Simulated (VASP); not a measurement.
# P (P6_422) in VASP: reference runs

How does P come out in PBE? The cell is run as given.

Program: VASP 6.6.1. These are calculated values, not measurements. Logs are shortened: lines on timing, memory, paths and dates and some standing lists are left out, and cuts for length are marked.

### Step 1. The structure

Symmetry: P6_422, No. 181, hexagonal system. Conventional cell: a = 3.375 Å, b = 3.375 Å, c = 4.915 Å, α = 90.00°, β = 90.00°, γ = 120.00°. Around P (site symmetry 222) lie 4 P at 2.35 Å.

The cell was built by a generator and needn't be a form met in nature.

### Step 2. Single point, PBE

INCAR reads:

```
PREC = Accurate
ENCUT = 520
EDIFF = 1E-7
ISMEAR = -1
SIGMA = 0.05
LREAL = False
LASPH = True
NELM = 80
ALGO = Normal
ISIF = 2
LWAVE = False
LCHARG = False
GGA = PE
NBANDS = 14
```

KPOINTS reads:

```
Automatic mesh
0
Gamma
  9 9 6
```

POSCAR reads:

```
P
1.0
    3.3746300000      0.0000000000      0.0000000000
   -1.6873100000      2.9225100000      0.0000000000
    0.0000000000      0.0000000000      4.9154600000
P
3
Direct
    0.0000000000      0.5000000000      0.3333300000
    0.5000000000      0.5000000000      0.6666700000
    0.5000000000      0.0000000000      0.0000000000
```

Potentials or basis: VASP PAW PBE potentials, release 64 (P).

Launch:

```bash
$ cat potpaw_PBE.64/P/POTCAR > POTCAR
$ mpirun -np 1 vasp_std > vasp.out
```

OUTCAR:

```text
PREC = Accurate
   ENCUT = 520
   EDIFF = 1E-7
   ISMEAR = -1
   LREAL = False
   LASPH = True
   NELM = 80
   ISIF = 2
   GGA = PE

 ion  position               nearest neighbor table
   1  0.000  0.500  0.333-   3 2.35   3 2.35   2 2.35   2 2.35
   2  0.500  0.500  0.667-   3 2.35   3 2.35   1 2.35   1 2.35
   3  0.500  0.000  0.000-   2 2.35   2 2.35   1 2.35   1 2.35

  LATTYP: Found a hexagonal cell.
 ALAT       =     3.3746300000
 C/A-ratio  =     1.4565922783

  Lattice vectors:

 A1 = (   3.3746300000,   0.0000000000,   0.0000000000)
 A2 = (  -1.6873100000,   2.9225100000,   0.0000000000)
 A3 = (   0.0000000000,   0.0000000000,   4.9154600000)

Analysis of symmetry for initial positions (statically):
=====================================================================
 Subroutine PRICEL returns:
 Original cell was already a primitive cell.

 Routine SETGRP: Setting up the symmetry group for a
 hexagonal supercell.

 Subroutine GETGRP returns: Found  4 space group operations
 (whereof  4 operations were pure point group operations)
 out of a pool of 24 trial point group operations.

The static configuration has the point symmetry D_2 .

Analysis of symmetry for dynamics (positions and initial velocities):
=====================================================================
 Subroutine PRICEL returns:
 Original cell was already a primitive cell.

 Routine SETGRP: Setting up the symmetry group for a
 hexagonal supercell.

 Subroutine GETGRP returns: Found  4 space group operations
 (whereof  4 operations were pure point group operations)
 out of a pool of 24 trial point group operations.

The dynamic configuration has the point symmetry D_2 .

 Subroutine INISYM returns: Found  4 space group operations
 (whereof  4 operations are pure point group operations),
 and found     1 'primitive' translations

----------------------------------------------------------------------------------------

                                     Primitive cell

  volume of cell :      48.4782

  direct lattice vectors                    reciprocal lattice vectors
     3.374630000  0.000000000  0.000000000     0.296328783  0.171085306  0.000000000
    -1.687310000  2.922510000  0.000000000     0.000000000  0.342171626  0.000000000
     0.000000000  0.000000000  4.915460000     0.000000000  0.000000000  0.203439759

  length of vectors
     3.374630000  3.374622903  4.915460000     0.342170907  0.342171626  0.203439759

  position of ions in fractional coordinates (direct lattice)
     1.000000000  0.500000000  0.333330000
     0.500000000  0.500000000  0.666670000
     0.500000000  0.000000000  0.000000000

  ion indices of the primitive-cell ions
   primitive index   ion index
                 1           1
                 2           2
                 3           3

----------------------------------------------------------------------------------------

 KPOINTS: Automatic mesh

Automatic generation of k-mesh.
 Grid dimensions read from file:
 generate k-points for:    9    9    6

 Generating k-lattice:

  Cartesian coordinates                     Fractional coordinates (reciprocal lattice)
     0.032925420  0.019009478  0.000000000     0.111111111  0.000000000  0.000000000
     0.000000000  0.038019070  0.000000000     0.000000000  0.111111111  0.000000000
     0.000000000  0.000000000  0.033906627     0.000000000  0.000000000  0.166666667

  Length of vectors
     0.038018990  0.038019070  0.033906627

  Shift w.r.t. Gamma in fractional coordinates (k-lattice)
     0.000000000  0.000000000  0.000000000

 Subroutine IBZKPT returns following result:
 ===========================================

 Found    100 irreducible k-points:

 Following reciprocal coordinates:
            Coordinates               Weight
  0.000000  0.000000  0.000000      1.000000
  0.111111  0.000000  0.000000      4.000000
  0.000000  0.111111  0.000000      2.000000
  0.222222  0.000000  0.000000      4.000000
  0.000000  0.222222  0.000000      2.000000
  0.333333  0.000000  0.000000      4.000000
[... 16 lines left out ...]
 -0.222222 -0.444444  0.000000      4.000000
  0.444444  0.333333  0.000000      4.000000
 [... further k-points ...]
   k-points           NKPTS =    100   k-points in BZ     NKDIM =    100   number of bands    NBANDS=     14
   number of dos      NEDOS =    301   number of ions     NIONS =      3
   total plane-waves  NPLWV =  31360
   dimension x,y,z NGX =    28 NGY =   28 NGZ =   40
   dimension x,y,z NGXF=    56 NGYF=   56 NGZF=   80
   ions per type =               3
   NGX,Y,Z   is equivalent  to a cutoff of  13.79, 13.79, 13.53 a.u.
   NGXF,Y,Z  is equivalent  to a cutoff of  27.59, 27.59, 27.06 a.u.
 SYSTEM =  unknown system
   PREC   = accura    normal or accurate (medium, high low for compatibility)
   ISTART =      0    job   : 0-new  1-cont  2-samecut
   ICHARG =      2    charge: 1-file 2-atom 10-const
   ISPIN  =      1    spin polarized calculation?
   LNONCOLLINEAR =      F non collinear calculations
   LSORBIT =      F    spin-orbit coupling
   LASPH  =      T    aspherical Exc in radial PAW
   ENCUT  =  520.0 eV  38.22 Ry    6.18 a.u.   6.27  6.27  9.14*2*pi/ulx,y,z
   NELM   =     80;   NELMIN=  2; NELMDL= -5     # of ELM steps
   EDIFF  = 0.1E-06   stopping-criterion for ELM
   LREAL  =      F    real-space projection
   EDIFFG = 0.1E-05   stopping-criterion for IOM
   NSW    =      0    number of steps for IOM
   IBRION =     -1    ionic relax: 0-MD 1-quasi-New 2-CG
   NFREE  =      0    steps in history (QN), initial steepest desc. (CG)
   ISIF   =      2    stress and relaxation
   ISYM   =      2    0-nonsym 1-usesym 2-fastsym
   POTIM  = 0.5000    time-step for ionic-motion
   TEBEG  =    0.0;   TEEND  =   0.0 temperature during run
   PSTRESS=    0.0 pullay stress
   NELECT =      15.0000    total number of electrons
   NUPDOWN=      -1.0000    fix difference up-down
   EMIN   =  10.00;   EMAX   =-10.00  energy-range for DOS
   EFERMI =   0.00;   METHOD = LEGACY
   ISMEAR =    -1;   SIGMA  =   0.05  broadening in eV -4-tet -1-fermi 0-gaus
   EFERMI_NEDOS =   21; number of points for ismear=-14 and -15
   IALGO  =     38    algorithm
   IMIX   =      4    mixing-type and parameters
     AMIX     =   0.40;   BMIX     =  1.00
     AMIX_MAG =   1.60;   BMIX_MAG =  1.00
  volume/ion in A,a.u.               =      16.16       109.05
  Fermi-wavevector in a.u.,A,eV,Ry     =   1.107277  2.092451 16.681606  1.226063
  Thomas-Fermi vector in A             =   2.243790
   LORBIT       =      0    0 simple, 1 ext, 2 COOP (PROOUT), +10 PAW based schemes
   GGA     = PE    functional components
   LHFCALC =     F    Hartree Fock is set to
   AEXX    =    0.0000 exact exchange contribution
   IVDW    =     0    specifies the selected vdW correction
   LEPSILON=     F    determine dielectric tensor
   LRPA    =     F    only Hartree local field effects (RPA)
 non-spin polarized calculation
  energy-cutoff  :      520.00
  volume of cell :       48.48
 maximum number of plane-waves:      1324
 NGX is ok and might be reduce to    28
   NGX = 13   NGY = 13   NGZ = 19

 number of electron      14.9999999 magnetization

 Free energy of the ion-electron system (eV)
  ---------------------------------------------------
  ext. energy  EPLUGINS =         0.00000000
  ---------------------------------------------------
  free energy    TOTEN  =       -14.84112358 eV

  energy without entropy =      -14.83538097  energy(sigma->0) =      -14.83825227

 E-fermi :   8.4339     XC(G=0): -10.8124

 val. band max:        8.3295474616   @ k =   0.4444   0.3333   0.5000
 cond. band min:       8.4472665833   @ k =   0.2222   0.2222   0.5000
 fundamental gap:      0.1177191217
 Fermi energy:         8.4338545826

 k-point     1 :       0.0000    0.0000    0.0000
  band No.  band energies     occupation
      1      -7.5192      2.00000
      2      -2.0241      2.00000
      3      -2.0239      2.00000
      4       5.3602      2.00000
      5       7.3676      2.00000
      6       7.3678      2.00000
      7       9.8819      0.00000
      8       9.8820      0.00000
      9      11.2519      0.00000
     10      11.2520      0.00000
     11      12.6694      0.00000
     12      13.0299      0.00000
     13      13.0301      0.00000
     14      13.0538      0.00000

 k-point     2 :       0.1111    0.0000    0.0000
  band No.  band energies     occupation
      1      -7.3362      2.00000
      2      -1.9231      2.00000
      3      -1.8612      2.00000
      4       4.5260      2.00000
      5       6.6056      2.00000
      6       6.6782      2.00000
      7       9.8541      0.00000
      8       9.9787      0.00000
      9      10.8140      0.00000
     10      11.4587      0.00000
     11      12.1104      0.00000
     12      13.2693      0.00000
     13      13.3317      0.00000
     14      13.8364      0.00000

 k-point     3 :       0.0000    0.1111    0.0000
  band No.  band energies     occupation
      1      -7.3362      2.00000
      2      -1.9230      2.00000
      3      -1.8613      2.00000
      4       4.5259      2.00000
      5       6.6058      2.00000
      6       6.6781      2.00000
      7       9.8542      0.00000
      8       9.9787      0.00000
      9      10.8140      0.00000
     10      11.4587      0.00000
     11      12.1103      0.00000
     12      13.2692      0.00000
     13      13.3317      0.00000
     14      13.8363      0.00000
[... 324 lines left out ...]
 k-point    23 :      -0.2222   -0.4444    0.0000
  band No.  band energies     occupation
      1      -4.4234      2.00000
      2      -2.8231      2.00000
      3      -0.3644      2.00000
      4       2.1898      2.00000
      5       2.8849      2.00000
      6       3.9427      2.00000
      7       4.8398      2.00000
      8       6.7179      2.00000
      9       7.6100      2.00000
     10      11.9131      0.00000
     11      14.2255      0.00000
     12      15.8219      0.00000
     13      16.3910      0.00000
     14      17.6248      0.00000

 k-point    24 :       0.4444    0.3333    0.0000
  band No.  band energies     occupation
      1      -4.4235      2.00000
      2      -2.8230      2.00000
      3      -0.3643      2.00000
      4       2.1898      2.00000
      5       2.8849      2.00000
      6       3.9427      2.00000
      7       4.8397      2.00000
      8       6.7179      2.00000
      9       7.6101      2.00000
     10      11.9131      0.00000
     11      14.2254      0.00000
     12      15.8218      0.00000
     13      16.3911      0.00000
     14      17.6248      0.00000

 [... further k-points ...]
[... 5 lines left out ...]
  --------------------------------------------------------------------------------------
  -------------------------------------------------------------------------------------
  Total       -0.2310039     -0.2310753      0.2513830     -0.0000004      0.0000000      0.0000000
  in kB       -7.6345513     -7.6369124      8.3080692     -0.0000131      0.0000000      0.0000000
  external PRESSURE =      -2.3211315 kB  Pullay stress =       0.0000000 kB

 VOLUME and BASIS-vectors are now :
 -----------------------------------------------------------------------------
  energy-cutoff  :      520.00
  volume of cell :       48.48
      direct lattice vectors                 reciprocal lattice vectors
     3.374630000  0.000000000  0.000000000     0.296328783  0.171085306  0.000000000
    -1.687310000  2.922510000  0.000000000     0.000000000  0.342171626  0.000000000
     0.000000000  0.000000000  4.915460000     0.000000000  0.000000000  0.203439759

 POSITION                                       TOTAL-FORCE (eV/Angst)
 -----------------------------------------------------------------------------------
     -0.84366      1.46125      1.63847         0.000000      0.000000      0.000166
      0.84366      1.46125      3.27699         0.000000      0.000000     -0.000166
      1.68731      0.00000      0.00000        -0.000000      0.000000     -0.000000
 -----------------------------------------------------------------------------------
    total drift:                                0.000000      0.000000     -0.000000

  FREE ENERGIE OF THE ION-ELECTRON SYSTEM (eV)
  ---------------------------------------------------
  free  energy   TOTEN  =       -14.8411235759 eV

  energy  without entropy=      -14.8353809709  energy(sigma->0) =      -14.83825227
```

It took 63 s on 1 thread of Intel Xeon Platinum 8259CL at 2.50GHz (Skylake/Cascade Lake), shared host; peak memory 0.19 GiB.

What came out:

```
Free energy            : -14.8411 eV
Pressure               : -0.2 GPa
Band gap on the k mesh : none (metal or under the smearing width)
```

Stress tensor (GPa, compression positive):
```
-0.76  0.00  0.00
 0.00 -0.76  0.00
 0.00  0.00  0.83
```
